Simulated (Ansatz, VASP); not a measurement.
# Two plane-wave programs on Rb

```
Rb
1.0
     4.87333    0.00000    0.00000
    -2.43667    4.22043    0.00000
     0.00000    0.00000    4.61242
Rb
1
Direct
  0.00000 0.00000 0.00000
```

Alike in both runs: functional PBE; k mesh 15 × 15 × 12; occupations gaussian, width 0.1 eV; no spin polarisation.

Ansatz relaxed the structure, and its values are those at the end. VASP's run is a single point on that final structure, the one shown.

```csv
,VASP,Ansatz
version,VASP 6.6.1,Ansatz 0.2.0
potentials or method,"VASP PAW PBE potentials, release 64 (Rb_sv)","scalar-relativistic, plane waves, PAW"
plane-wave cutoff (eV),520,420
valence electrons in the cell,9,9
```

```csv
,VASP,Ansatz,Ansatz less VASP
gap on the k mesh at the Fermi level (eV),none,none,-
pressure (GPa),0.0,0.0,0.00
```

A gap of «none» marks a metal or a gap that the smearing closes.
